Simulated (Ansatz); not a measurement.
# Ga3P3H7: the cost of one run

Computed with Ansatz 0.2.0 (DFT PBE, scalar-relativistic, plane waves, PAW, unless a step's input says otherwise).

1 further run of the same task is left out (set aside as unsound or not needed). Runs told in other sessions of the task aren't counted.

## (1) The structure to begin with

Symmetry: F-43m, No. 216, cubic system. The conventional cell has a = 5.505 Å, b = 5.505 Å, c = 5.505 Å, α = 90.00°, β = 90.00°, γ = 90.00°. Around Ga (site symmetry -43m) lie 4 P at 2.38 Å. Around P (site symmetry -43m) lie 4 Ga at 2.38 Å.

As a file:

```cif
data_structure
_symmetry_space_group_name_H-M 'P 1'
_symmetry_Int_Tables_number 1
_cell_length_a 3.8927
_cell_length_b 3.8927
_cell_length_c 3.8927
_cell_angle_alpha 60.000
_cell_angle_beta 60.000
_cell_angle_gamma 60.000
_cell_volume 41.71
loop_
_atom_site_label
_atom_site_type_symbol
_atom_site_fract_x
_atom_site_fract_y
_atom_site_fract_z
_atom_site_occupancy
Ga1 Ga 0.00000 0.00000 0.00000 1
P1 P 0.25000 0.25000 0.25000 1
```

This cell was relaxed beforehand with the same method: volume 20.85 Å³/atom, gap on the mesh 1.58 eV.

## (2) Next: the [001] wire, 12 host atoms a period with H caps

The wire is cut from the relaxed crystal, periodic along c with vacuum across. Atoms and period relax; energies count from the bulk, -2269.7787 eV an atom. Each H cap counts from half an H2 molecule (-15.872 eV in a separate run).

The cell holds 6 Ga, 6 P, 14 H: a = 17.600 Å, b = 17.900 Å, c = 5.505 Å, α = 90.00°, β = 90.00°, γ = 90.00°.

## (3) Relaxing it

Pressure and volume refer to the whole cell with its vacuum; only the period along c may change.

input.yaml reads:

```yaml
crystal:
  lattice:
    - [17.6, 0.0, 0.0]
    - [0.0, 17.9, 0.0]
    - [0.0, 0.0, 5.5050736298]
  atoms:
    - { symbol: Ga, position: [0.5366382349, 0.5360241862, 0.0] }
    - { symbol: P, position: [0.6148353035, 0.6129106894, 0.75] }
    - { symbol: Ga, position: [0.5366382349, 0.3822511798, 0.5] }
    - { symbol: Ga, position: [0.5366382349, 0.6897971927, 0.5] }
    - { symbol: P, position: [0.302047029, 0.459137683, 0.25] }
    - { symbol: P, position: [0.6148353035, 0.459137683, 0.25] }
    - { symbol: Ga, position: [0.3802440976, 0.5360241862, 0.5] }
    - { symbol: Ga, position: [0.6930323721, 0.5360241862, 0.5] }
    - { symbol: P, position: [0.4584411663, 0.3053646766, 0.25] }
    - { symbol: P, position: [0.4584411663, 0.6129106894, 0.25] }
    - { symbol: Ga, position: [0.3802440976, 0.3822511798, 0.0] }
    - { symbol: P, position: [0.4584411663, 0.459137683, 0.75] }
    - { symbol: H, position: [0.6614169729, 0.6587116605, 0.8989239631] }
    - { symbol: H, position: [0.5881405032, 0.331612078, 0.6646553677] }
    - { symbol: H, position: [0.5881405032, 0.7404362945, 0.3353446323] }
    - { symbol: H, position: [0.4851359665, 0.7404362945, 0.6646553677] }
    - { symbol: H, position: [0.2554653596, 0.5049386541, 0.1010760369] }
    - { symbol: H, position: [0.2554653596, 0.4133367119, 0.3989239631] }
    - { symbol: H, position: [0.6614169729, 0.4133367119, 0.1010760369] }
    - { symbol: H, position: [0.3287418293, 0.5866632881, 0.6646553677] }
    - { symbol: H, position: [0.7445346404, 0.5866632881, 0.3353446323] }
    - { symbol: H, position: [0.7445346404, 0.4853850844, 0.6646553677] }
    - { symbol: H, position: [0.5050228357, 0.2595637055, 0.1010760369] }
    - { symbol: H, position: [0.4118594968, 0.2595637055, 0.3989239631] }
    - { symbol: H, position: [0.4118594968, 0.6587116605, 0.1010760369] }
    - { symbol: H, position: [0.3287418293, 0.331612078, 0.8353446323] }
basis:
  ecutwfc: 420
kpoints:
  mp_grid: { grid: [1, 1, 6] }
hamiltonian:
  xc: pbe
scf:
  occupations: { method: gaussian, width: 0.05 }
output:
  forces: true
  stress: true
  eigenvalues: true
  populations: true
  write_density: true
  write_potential: true
  elf: true
  volumetric_format: npy
relax:
  adjacent_minimum: "off"
  f_tol: 0.02
  max_steps: 45
  cell: { fix: [a, b, alpha, beta, gamma], stress_tol: 0.03 }
```

Command:

```bash
$ ansatz run input.yaml --threads 4 --pin off --max-ram 11264MiB --backend cpu --events-out ev --progress --plain --runs-dir out
```

What time and memory should one allow on 4 threads of Intel Xeon Platinum 8488C (Sapphire Rapids), shared host?

About 3.7 min, with a peak of 2.8 GiB.
